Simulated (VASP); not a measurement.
Write the native input for VASP 6.6.1 that does the following.

| Property | Result |
| --- | --- |
| Task | single point |
| Functional | PBE |
| Potentials or basis | VASP PAW PBE potentials, release 64 (Ba_sv) |
| Cutoff | 520 eV |
| k mesh | 3 × 3 × 1 |
| Occupations | gaussian, width 0.1 eV |
| Spin | no spin polarisation |
| Dipole correction | no |
| Further INCAR settings | ALGO = Fast; EDIFF = 1e-07; NBANDS = 11 |

The structure of Ba lies in POSCAR:

```
Ba
1.0
    4.3116136979      0.0000000000      0.0000000000
   -2.1558068490      3.7339669937      0.0000000000
    0.0000000000      0.0000000000      3.9134133000
Ba
1
Direct
    0.0000000000      0.0000000000      0.0000000000
```

This isn't the form of Ba at room conditions, which is bcc.

These files were run (other wordings do the same):

INCAR

```
SYSTEM = Ba
PREC     = Accurate       ! precision mode
ENCUT    = 520            ! plane-wave cutoff, eV
EDIFF    = 1E-7           ! SCF threshold, eV
ISMEAR   = 0              ! smearing method
SIGMA    = 0.1            ! smearing width, eV
LREAL    = .FALSE.        ! projectors in reciprocal space
LASPH    = .TRUE.         ! aspherical terms in the spheres
NELM     = 100            ! most SCF steps
ALGO     = Fast           ! electronic algorithm
ISIF     = 2              ! what is computed and relaxed
LWAVE    = .FALSE.        ! write WAVECAR
LCHARG   = .TRUE.         ! write CHGCAR
GGA      = PE             ! functional
LELF     = .TRUE.         ! ELF
LVHAR    = .TRUE.       
NBANDS   = 11             ! bands
```

KPOINTS

```
Automatic mesh
0
G
  3 3 1
  0 0 0
```

Potentials or basis: VASP PAW PBE potentials, release 64 (Ba_sv).

Command:

```sh
$ cat potpaw_PBE.64/Ba_sv/POTCAR > POTCAR
$ mpirun -np 1 vasp_std > vasp.out
```

Results of the run:

| Property | Result |
| --- | --- |
| Pressure | 4.0 GPa |
| Band gap on the k mesh | none (metal or under the smearing width) |

Caveat: the k mesh is coarse (spacing up to 1.61 Å⁻¹), so the values aren't converged.

Run time: 3.8 s on 1 thread of Intel(R) Xeon(R) Platinum 8488C (Sapphire Rapids) (shared host), peak memory 0.16 GiB.
